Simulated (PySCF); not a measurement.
`C1CCNCC1`. The geometry is computed with GFN2-xTB (gas phase).

```
atom  x, y, z in Å
C1     1.0578   -0.7171    0.4185
C2    -0.0816   -1.3468   -0.3811
C3    -1.3805   -0.5732   -0.1240
N4    -1.2669    0.8424   -0.4240
C5    -0.1827    1.4540    0.3226
C6     1.1692    0.7699    0.0856
H7     0.8544   -0.8322    1.4862
H8     1.9996   -1.2250    0.1981
H9    -0.2096   -2.3940   -0.1016
H10    0.1567   -1.3088   -1.4480
H11   -1.6539   -0.6611    0.9323
H12   -2.1968   -0.9851   -0.7228
H13   -1.0925    0.9588   -1.4192
H14   -0.1315    2.5103    0.0468
H15   -0.4425    1.3901    1.3841
H16    1.4553    0.8888   -0.9634
H17    1.9383    1.2410    0.6999
```

(1) How far are the heavy atoms from their best plane (unweighted least squares)?

(2) Which two atoms are farthest apart?

(3) Work out the bond lengths C1–C6, C2–C3, C3–H11, C6–H16, C6–H17 in bohr.

(4) Where is the centre of mass (commonest isotopes), and what is the radius of gyration?

(5) Give the dihedral angles H7–C1–C6–H17, C2–C3–N4–H13, H14–C5–C6–H16, H11–C3–N4–H13, H7–C1–C2–C3.

(6) What are the angles C1–C2–C3, C1–C2–H10, C3–C2–H10, C2–C3–H11, C3–N4–C5, C1–C6–C5?

(7) What is the repulsion energy of the bare nuclei, Σ ZA·ZB/RAB?

(8) Write the matrix of distances between heavy atoms (Å, lower triangle).

Answers

(1) 0.230 Å rms; C1 0.24, C2 0.24, C3 0.22, N4 0.22, C5 0.22, C6 0.24 Å (magnitudes).

(2) H9···H14 and H12···H17, 4.907 Å.

(3) For C1–C6 the difference vector is (0.1114, 1.4870, -0.3329) Å, of length 1.5279 Å. 1 bohr = 0.529177 Å. C1–C6 2.887; C2–C3 2.898; C3–H11 2.069; C6–H16 2.067; C6–H17 2.062 bohr.

(4) Mass 85.089 u; centre at (-0.118, 0.075, -0.023) Å; Rg = √(Σ m r²/M) = 1.570 Å. As Ia + Ib + Ic = 2 Σ m r², the three principal moments sum to 419.6 u·Å².

(5) H7–C1–C6–H17 57° (synclinal); C2–C3–N4–H13 64° (synclinal); H14–C5–C6–H16 -57° (synclinal); H11–C3–N4–H13 -175° (antiperiplanar); H7–C1–C2–C3 65° (synclinal). Dihedral signs follow IUPAC: positive where, seen along the central bond, the front bond turns clockwise onto the rear one.

(6) From the scalar product of the two bond vectors; for C1–C2–C3 it is -0.7873 Å² over 1.5278 × 1.5335 Å², cos θ = -0.3360. C1–C2–C3 109.6°; C1–C2–H10 109.5°; C3–C2–H10 109.3°; C2–C3–H11 109.4°; C3–N4–C5 111.3°; C1–C6–C5 109.6°.

(7) 260.34 Eh over 136 pairs, with full nuclear charges and distances in bohr; the largest single term is 15.31 Eh (C3 with N4, or a pair equal to it).

(8) 
```
C1    0.000
C2    1.528  0.000
C3    2.502  1.534  0.000
N4    2.923  2.490  1.451  0.000
C5    2.502  2.890  2.397  1.452  0.000
C6    1.528  2.503  2.889  2.490  1.534  0.000
```

Not checked by GFN2-xTB frequencies. One conformer, not necessarily the lowest.
